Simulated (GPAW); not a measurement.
## CdSe (Cadmoselite): single point with TB-mBJ

**Experimental background.**

From a printed reference work, data compilation, for a bulk crystal of CdSe at 2 K: band gap 1.841 eV.

CdSe (Cadmoselite):

```
CELL_PARAMETERS angstrom
4.30000 0.00000 0.00000
-2.15000 3.72391 0.00000
0.00000 0.00000 7.02000
ATOMIC_POSITIONS crystal
Cd 0.66667 0.33333 0.50000
Cd 0.33333 0.66667 0.00000
Se 0.66667 0.33333 0.88500
Se 0.33333 0.66667 0.38500
```

```json
{
  "Program": "GPAW 26.7.0",
  "Task": "single point",
  "Functional": "TB-mBJ",
  "Potentials or basis": "GPAW PAW data sets for LDA (gpaw-data 1.2.1)",
  "Cutoff": "600 eV",
  "Basis": "pw",
  "k mesh": "6 × 6 × 4",
  "Occupations": "fermi-dirac, width 0.05 eV",
  "Spin": "no spin polarisation"
}
```

```yaml
Band_gap_on_the_k_mesh: 2.02 eV, direct
```

Levels at points of the mesh, in eV from the valence-band top:
| k point | band 14 | band 15 | band 16 | band 17 | band 18 | band 19 | band 20 | band 21 | band 22 | band 23 |
| --- | --- | --- | --- | --- | --- | --- | --- | --- | --- | --- |
| (0.00, 0.00, 0.00) | -0.64 | -0.64 | -0.03 | 0.00 | 0.00 | 2.02 | 3.20 | 6.65 | 6.65 | 6.89 |
| (0.00, 0.00, 0.50) | -2.21 | -0.33 | -0.33 | -0.33 | -0.33 | 3.41 | 3.41 | 6.68 | 6.68 | 6.95 |
| (0.50, 0.50, 0.00) | -3.28 | -2.32 | -1.69 | -1.10 | -0.75 | 4.19 | 4.20 | 5.56 | 7.04 | 7.27 |
| (0.50, 0.50, 0.50) | -3.79 | -1.25 | -1.25 | -1.17 | -1.17 | 3.98 | 3.98 | 5.54 | 5.54 | 8.70 |

Wall time 2.9 min on 1 thread of Arm Neoverse V2, on a shared host, peak memory 0.37 GiB.

A measured gap of CdSe is 1.841 eV (2 K; a printed reference work, data compilation); the calculated 2.02 eV misses it by +0.18 eV. Spin-orbit coupling on Cd, Se is left out. The value is that of TB-mBJ, without temperature or zero-point motion.

Caveat: a model potential gives levels but no total energy.
